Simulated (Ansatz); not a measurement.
InSe:

```xyz
4
Lattice="5.8264 -2.0546 0.0000 5.8264 2.0546 0.0000 -1.7232 0.0000 4.7713" Properties=species:S:1:pos:R:3 pbc="T T T"
In   10.2693    0.0000    0.2235
In   -0.3398    0.0000    4.5479
Se    6.5489    0.0000    3.1918
Se    3.3807    0.0000    1.5795
```

The cell comes from a database or a generator and needn't be the stable form of this composition.

- Program: Ansatz 0.2.0
- Task: single point
- Functional: PBEsol
- Potentials or basis: all-electron LAPW, scalar-relativistic
- Cutoff: 261 eV (chosen from the basis error)
- Basis error allowed: 0.001 eV/atom
- k mesh: 7 × 7 × 6
- Occupations: fermi-dirac, width 0.05 eV
- Spin: no spin polarisation

On this cell: pressure -1.1 GPa; largest force 0.067 eV/Å; band gap on the k mesh 1.08 eV, indirect (least direct gap 1.16 eV).

The same run follows on a disturbed copy (atoms moved at random, drawn with an rms of 0.05 Å):

```
CELL_PARAMETERS angstrom
5.82639 -2.05465 0.00000
5.82639 2.05465 0.00000
-1.72323 0.00000 4.77135
ATOMIC_POSITIONS crystal
In 0.88724 0.89220 0.04834
In 0.11415 0.11690 0.94926
Se 0.65427 0.66400 0.67205
Se 0.34810 0.33740 0.33682
```

**Question.** What does the disturbed cell give?

**Answer.** The energy moves by +5.6 meV/atom; pressure -0.9 GPa; largest force 0.480 eV/Å; band gap on the k mesh 0.96 eV, indirect (least direct gap 1.09 eV).

Forces on the atoms (eV/Å):
```
In   0.136 -0.114 -0.044
In  -0.333  0.062  0.340
Se   0.330 -0.117 -0.244
Se  -0.133  0.170 -0.052
```

Stress tensor (GPa, compression positive):
```
-1.70 -0.25 -0.55
-0.25 -0.30  0.53
-0.55  0.53 -0.77
```

Caveats: spin-orbit coupling is left out, which moves the levels of the heavy elements; an odd mesh through Γ misses points on the zone boundary, where band edges often lie.
